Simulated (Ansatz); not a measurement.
# CuO: the cost of one run

Method: DFT PBEsol+U, PAW, plane waves, scalar-relativistic; U − J = 6.6 eV on Cu d, in Ansatz 0.2.0.

**1. The system as given**

The structure is monoclinic, space group C2/c (No. 15). The conventional cell has a = 4.679 Å, b = 3.481 Å, c = 5.118 Å, α = 90.00°, β = 98.60°, γ = 90.00°. Cu (site symmetry -1) is surrounded by 4 O at 1.91 to 1.99 Å. Around O (site symmetry 2) lie 4 Cu at 1.91 to 1.99 Å.

Structure file:

```cif
data_structure
_symmetry_space_group_name_H-M 'P 1'
_symmetry_Int_Tables_number 1
_cell_length_a 2.9158
_cell_length_b 2.9158
_cell_length_c 10.2366
_cell_angle_alpha 96.890
_cell_angle_beta 96.890
_cell_angle_gamma 73.287
_cell_volume 82.42
loop_
_atom_site_label
_atom_site_type_symbol
_atom_site_fract_x
_atom_site_fract_y
_atom_site_fract_z
_atom_site_occupancy
Cu1 Cu 0.00000 0.50000 0.00000 1
Cu2 Cu 0.00000 0.50000 0.50000 1
Cu3 Cu 0.50000 0.00000 0.25000 1
Cu4 Cu 0.50000 0.00000 0.75000 1
O1 O 0.54770 0.45230 0.12500 1
O2 O 0.54770 0.45230 0.62500 1
O3 O 0.45230 0.54770 0.37500 1
O4 O 0.45230 0.54770 0.87500 1
```

In tables a label like O8 counts atoms in the order of input.yaml; a structure file may count by element.

Planned first: parallel moments, plain SCF; opposed moments ++--, plain SCF; no spin polarisation; spin on, no moments given (the program may seed its own), plain SCF; opposed moments +-+-, plain SCF. What is tried next depends on their ends.

“Plain SCF” means no search for lower states. 

The total moment includes the space between the atomic spheres.

**2. Parallel moments, plain SCF**

Input file input.yaml:

```yaml
crystal:
  lattice:
    - [2.33955, -1.74025, 0.0]
    - [2.33955, 1.74025, 0.0]
    - [-1.5304, 0.0, 10.12156]
  atoms:
    - { symbol: Cu, position: [0.0, 0.5, 0.0], spin: 1.0 }
    - { symbol: Cu, position: [0.0, 0.5, 0.5], spin: 1.0 }
    - { symbol: Cu, position: [0.5, 0.0, 0.25], spin: 1.0 }
    - { symbol: Cu, position: [0.5, 0.0, 0.75], spin: 1.0 }
    - { symbol: O, position: [0.5477, 0.4523, 0.125] }
    - { symbol: O, position: [0.5477, 0.4523, 0.625] }
    - { symbol: O, position: [0.4523, 0.5477, 0.375] }
    - { symbol: O, position: [0.4523, 0.5477, 0.875] }
magnetization:
  spin_polarized: true
hamiltonian:
  xc: pbesol
  pseudopotentials: { kind: paw }
  hubbard: { sites: [{ species: Cu, l: d, u_eff: 6.6 }] }
basis:
  ecutwfc: 420
kpoints:
  mp_grid: { grid: [7, 7, 2] }
scf:
  occupations: { method: fermi_dirac, width: 0.02 }
  lower_state_search: "off"
output:
  forces: true
  stress: true
  write_density: true
  write_potential: true
  elf: true
  volumetric_format: npy
```

Started as:

```
$ ansatz run input.yaml --threads 2 --pin off --max-ram 5120MiB --backend cpu --events-out ev --progress --plain --runs-dir out
```

What time and memory should one allow on 2 threads of Arm Neoverse V2, shared host?

About 34 s, with a peak of 0.59 GiB.
